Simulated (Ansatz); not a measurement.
Sn: pressure and energy change per atom against volume scale

All results are calculated (Ansatz 0.2.0). Plane-wave DFT, scalar-relativistic PAW made under PBE with cores redone for the functional, no dispersion; the given relaxed cell is scaled uniformly, energy at zero smearing counts from the unscaled cell, pressure at the given Fermi-Dirac smearing is positive in compression.

The cell before it is scaled or strained (space group P6_3/mmc, No. 194):
```
Sn
1.0
      3.4242     0.0000     0.0000
     -1.7121     2.9654     0.0000
      0.0000     0.0000    11.3027
Sn
4
Direct
  0.00000 0.00000 1.00000
  0.00000 0.00000 0.50000
  0.33333 0.66667 0.25000
  0.66667 0.33333 0.75000
```

Settings of every row: spin polarised no; functional RPBE; wave cutoff 420 eV; smearing width 0.1 eV; k mesh 12x12x4.

Atom starting moment: 0 on all atoms.

Limits: the cell comes from a prototype or a list of computed structures and needn't be the stable phase.

| row | volume scale | V (Å³/atom) | pressure (GPa) | energy change per atom (meV) |
| --- | --- | --- | --- | --- |
| 1 | 0.88 | 25.249 | 7.58 | 74.41 |
| 2 | 0.92 | 26.397 | ? | ? |
| 3 | 0.96 | 27.545 | 2.12 | 8.09 |
| 4 | 1.04 | 29.84 | -1.35 | 4.31 |
| 5 | 1.08 | 30.988 | -2.59 | 18.62 |
| 6 | 1.12 | 32.135 | -3.57 | 40.88 |

Question: what pressure and energy change per atom should row 2 give?

Worked fit of pressure. Take u = (V_r/V)^(2/3) − 1 with V_r = 29.84 Å³ an atom, which is twice the finite (Eulerian) strain; such expansions in the strain, on which the Birch-Murnaghan equation of state is built, carry the rest volume and the bulk modulus. The shown rows have u = 0.11781, 0.0548, 0, -0.02485, -0.0482. Least squares give pressure = −1.374 + 54.114 × u + 185.17 × u² GPa; a straight line predicts inner rows, each left out in turn, worse (root mean square 0.62 against 0.047 GPa). The rows lie off it by 0.01, -0.03, 0.02, 0.01, -0.02. The pressure vanishes at u = 0.0235, or V = 28.82 Å³ an atom, and there the bulk modulus at fixed shape and fractions is B = −V dP/dV = (2/3)(1 + u) dP/du = 42.9 GPa. Letting shape and atoms relax would as a rule lower it, by much in layered, chain or molecular crystals. The withheld row has u = 0.08517, so the fit gives −1.374 + 54.114 × (0.08517) + 185.17 × (0.08517)² = 4.58 GPa.

The calculation gave 4.54 GPa. The fit lies 0.04 GPa (0.36 % of the column's range) above it; its largest miss of a shown row is 0.03 GPa.

Worked fit of energy change per atom. Take u = (V_r/V)^(2/3) − 1 with V_r = 29.84 Å³ an atom, which is twice the finite (Eulerian) strain; such expansions in the strain, on which the Birch-Murnaghan equation of state is built, carry the rest volume and the bulk modulus. The shown rows have u = 0.11781, 0.0548, 0, -0.02485, -0.0482. Least squares give energy change per atom = 4.093 − 371.841 × u + 8215.95 × u² meV; a straight line predicts inner rows, each left out in turn, worse (root mean square 27 against 0.5 meV). The rows lie off it by 0.09, -0.30, 0.22, 0.21, -0.22 (root mean square 0.22 meV). The withheld row has u = 0.08517, so the fit gives 4.093 − 371.841 × (0.08517) + 8215.95 × (0.08517)² = 32.02 meV.

The calculation gave 31.6 meV. The fit lies 0.42 meV (1.3 % of the value, 0.6 % of the column's range) above it; its largest miss of a shown row is 0.30 meV.
